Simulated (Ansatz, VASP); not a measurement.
One calculation of CuI, two programs

POSCAR

```
CuI
1.0
    0.0000000000      2.8561103477      2.8561103477
    2.8561103477      0.0000000000      2.8561103477
    2.8561103477      2.8561103477      0.0000000000
Cu I
1 1
Direct
    0.0000000000      0.0000000000      0.0000000000
    0.5000000000      0.5000000000      0.5000000000
```

File INCAR.step1:

```
PREC = Accurate
ENCUT = 520
EDIFF = 1E-5
ISMEAR = -1
SIGMA = 0.02
LREAL = F
LASPH = T
NELM = 100
ALGO = Normal
ISIF = 2
LWAVE = T
LCHARG = F
NBANDS = 16
GGA = PE
```

The input INCAR.step2:

```
PREC = Accurate
ENCUT = 520
EDIFF = 1E-6
ISMEAR = -1
SIGMA = 0.02
LREAL = F
LASPH = T
NELM = 100
ALGO = Normal
ISIF = 2
LWAVE = F
LCHARG = F
GGA = PE
LHFCALC = T
HFSCREEN = 0.2079
PRECFOCK = Normal
NBANDS = 16
ISTART = 1
```

File KPOINTS:

```
Automatic mesh
0
Gamma
  4 4 4
```

Input for Ansatz:

```yaml
crystal:
  lattice:
    - [0.0, 2.8561103477, 2.8561103477]
    - [2.8561103477, 0.0, 2.8561103477]
    - [2.8561103477, 2.8561103477, 0.0]
  atoms:
    - { symbol: Cu, position: [0.0, 0.0, 0.0] }
    - { symbol: I, position: [0.5, 0.5, 0.5] }
kpoints:
  mp_grid: { grid: [4, 4, 4] }
hamiltonian:
  xc: hse06
scf:
  occupations: { method: fermi_dirac, width: 0.02 }
  n_extra_bands: 4
output:
  forces: true
  stress: true
  eigenvalues: true
```

The cell was built by a generator and needn't be a form met in nature.

Alike in both runs: task single point; functional HSE06; k mesh 4 × 4 × 4; occupations fermi-dirac, width 0.02 eV; no spin polarisation.

```csv
,VASP,Ansatz
version,VASP 6.6.1,Ansatz 0.2.0
potentials or method,"VASP PAW PBE potentials, release 64 (Cu, I)","plane waves, PAW"
plane-wave cutoff (eV),520,420
valence electrons in the cell,18,36
```

Ansatz gave:

* gap on the k mesh at the Fermi level (eV): 0.94
* pressure (GPa): 1.9

Problem. Which values does VASP return?

Solution. gap on the k mesh at the Fermi level (eV): 0.91; pressure (GPa): 1.6.

The two sets of potentials don't hold the same shells in valence. Ansatz warned: «stress_exchange_threshold_loose».

Caveats: the k mesh is coarse (spacing up to 0.48 Å⁻¹), so the values aren't converged, least of all with exact exchange; the PAW data sets were made with another functional, which shifts forces and pressure a little (VASP); spin-orbit coupling is left out, which moves the levels of the heavy elements. A k mesh can miss the band edges.
